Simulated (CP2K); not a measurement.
TiO2 (Anatase):

```
Ti O
1.0
     5.45820    0.00000    0.00000
     2.83460    4.66444    0.00000
    -4.14640   -2.33222    2.67583
Ti O
2 4
Direct
  0.75000 0.25000 0.50000
  0.00000 0.00000 0.00000
  0.79190 0.79190 0.00000
  0.54190 0.04190 0.50000
  0.95810 0.45810 0.50000
  0.20810 0.20810 0.00000
```

Base run:

- Program: CP2K 2026.2
- Functional: PBE
- Potentials or basis: GTH_POTENTIALS Ti GTH-PBE-q12, O GTH-PBE-q6; DZVP-MOLOPT-SR-GTH basis
- Density cutoff: 8163 eV
- k mesh: 8 × 8 × 8
- Occupations: fermi-dirac, width 0.05 eV
- Spin: no spin polarisation
- Hubbard terms: Ti d U = 4.0 eV

Its results: band gap on the k mesh 2.54 eV, indirect (least direct gap 2.88 eV); largest force 0.028 eV/Å.

Q: The run is repeated on the same cell with these changes: hubbard terms from Ti d U = 4.0 eV to Ti d U = 8.0 eV. What comes out?

A: Band gap on the k mesh 3.12 eV, indirect (least direct gap 3.47 eV); largest force 0.083 eV/Å.

Caveats: this program's U acts on Mulliken populations of all basis functions of the shell, so it isn't the U of plane-wave codes; energies scatter by some meV and the pressure isn't listed; the basis of atomic orbitals isn't converged, which shifts pressures, moduli and gaps.

A k mesh can miss the band edges.
